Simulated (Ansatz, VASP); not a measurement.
## Two plane-wave programs on PbSe (Clausthalite)

```xyz
2
Lattice="0.0000 3.0606 3.0606 3.0606 0.0000 3.0606 3.0606 3.0606 0.0000" Properties=species:S:1:pos:R:3 pbc="T T T"
Pb    0.0000    0.0000    0.0000
Se    3.0606    3.0606    3.0606
```

Alike in both runs: task relaxation of cell and atoms; functional r2SCAN; k mesh 8 × 8 × 8; occupations fermi-dirac, width 0.05 eV; no spin polarisation.

```csv
,VASP,Ansatz
version,VASP 6.6.1,Ansatz 0.2.0
potentials or method,"VASP PAW PBE potentials, release 64 (Pb_d, Se)",Ansatz PAW
plane-wave cutoff (eV),600,500
valence electrons in the cell,20,30
```

Ansatz gave:

| Quantity | Value |
| --- | --- |
| gap on the k mesh at the Fermi level, each at its own relaxed structure (eV) | 0.67 |
| relaxed volume (Å³/atom) | 29.49 |
| relaxed cell length with the largest relative difference (Å) | 4.369 |
| energy change over the relaxation (meV/atom) | -4 |

Question: What did VASP give for the same quantities?

Answer: gap on the k mesh at the Fermi level, each at its own relaxed structure (eV): 0.67; relaxed volume (Å³/atom): 29.48; relaxed cell length with the largest relative difference (Å): 4.369; energy change over the relaxation (meV/atom): -4.

The two sets of potentials don't hold the same shells in valence.

Caveats: spin-orbit coupling is left out, which as a rule narrows the gap of such compounds by several tenths of an eV; the PAW data sets were made with another functional, which shifts forces and pressure a little (VASP); the plane-wave basis is chosen anew once the cell has moved, so the energies of steps on either side of that aren't comparable (Ansatz); the PAW data sets come from PBE, with cores solved anew for the run's functional, which leaves a small shift of forces and pressure (Ansatz). A k mesh can miss the band edges. Zero-point motion and thermal expansion aren't in these numbers.
